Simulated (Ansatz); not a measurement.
**Li2O: how the settings move a calculation**

Aim: see which settings change the result for Li2O, by how much, and at what cost.

Program: Ansatz 0.2.0. Level of theory: reference: DFT, PBE, plane-wave PAW, default files, scalar-relativistic. These are calculated values, not measurements.

## Step 1: Starting point

Symmetry: Fm-3m, No. 225, cubic system. Conventional cell: a = 4.610 Å, b = 4.610 Å, c = 4.610 Å, α = 90.00°, β = 90.00°, γ = 90.00°. Around Li (site symmetry -43m) lie 4 O at 2.00 Å. O (site symmetry m-3m) has 8 Li at 2.00 Å as nearest neighbours.

As a file:

```cif
data_structure
_symmetry_space_group_name_H-M 'P 1'
_symmetry_Int_Tables_number 1
_cell_length_a 3.2598
_cell_length_b 3.2598
_cell_length_c 3.2598
_cell_angle_alpha 60.000
_cell_angle_beta 60.000
_cell_angle_gamma 60.000
_cell_volume 24.49
loop_
_atom_site_label
_atom_site_type_symbol
_atom_site_fract_x
_atom_site_fract_y
_atom_site_fract_z
_atom_site_occupancy
Li1 Li 0.25000 0.25000 0.25000 1
Li2 Li 0.75000 0.75000 0.75000 1
O1 O 0.00000 0.00000 0.00000 1
```

## Step 2: Baseline

File input.yaml:

```yaml
crystal:
  lattice:
    - [0.0, 2.305, 2.305]
    - [2.305, 0.0, 2.305]
    - [2.305, 2.305, 0.0]
  atoms:
    - { symbol: Li, position: [0.25, 0.25, 0.25] }
    - { symbol: Li, position: [0.75, 0.75, 0.75] }
    - { symbol: O, position: [0.0, 0.0, 0.0] }
kpoints:
  mp_grid: { grid: [7, 7, 7] }
scf:
  occupations: { method: fermi_dirac, width: 0.02 }
hamiltonian:
  xc: pbe
  pseudopotentials: { kind: paw }
output:
  forces: true
  stress: true
  populations: true
  efg:
    quadrupole_moments_barn: { Li: -0.0401, O: -0.02558 }
    contact_densities: true
relax:
  f_tol: 0.02
  max_steps: 60
```

Launch:

```sh
ansatz run input.yaml --threads 1 --pin off --max-ram 2560MiB --backend cpu --events-out ev --progress --plain --runs-dir out
```

## Step 3: Changed: occupations.method gaussian, occupations.width 0.05

input.yaml, as its differences from that of step 2:

```diff
@@ -12,3 +12,3 @@
 scf:
-  occupations: { method: fermi_dirac, width: 0.02 }
+  occupations: { method: gaussian, width: 0.05 }
 hamiltonian:
@@ -23,4 +23,5 @@
     contact_densities: true
-relax:
-  f_tol: 0.02
-  max_steps: 60
+  write_density: true
+  write_potential: true
+  elf: true
+  volumetric_format: npy
```

## Step 4: Variant: occupations.method cold, occupations.width 0.001

input.yaml, as its differences from that of step 2:

```diff
@@ -12,3 +12,3 @@
 scf:
-  occupations: { method: fermi_dirac, width: 0.02 }
+  occupations: { method: cold, width: 0.001 }
 hamiltonian:
@@ -23,4 +23,5 @@
     contact_densities: true
-relax:
-  f_tol: 0.02
-  max_steps: 60
+  write_density: true
+  write_potential: true
+  elf: true
+  volumetric_format: npy
```

**Question.** What will these runs give? Wanted: for each run, ending; energy change; pressure; gap; force.

The runs gave:

```tsv
run	ending	energy change	pressure (GPa)	gap (eV)	force (eV/Å)	cycles	time
reference	converged	0	0.8	5.17	0.00	6	1.1 s
1: occupations.method gaussian, occupations.width 0.05	converged	0.0 meV/atom (σ→0)	0.8	5.17	0.00	6	1.1 s
2: occupations.method cold, occupations.width 0.001	converged	0.0 meV/atom (σ→0)	0.8	5.17	0.00	5	1 s
```

Times don't compare one to one where runs were asked for different outputs or read a saved state (see the inputs); cycles may leave out searches for a lower state.

What this shows: Of the converged runs whose energies compare with the reference's, none moves it noticeably. Symmetry fixes the atoms and the cell is held, so no setting can move this relaxation. 

The gaps are Kohn-Sham values of a semilocal functional, not quasiparticle or optical gaps. Such gaps usually fall short of the measured ones.
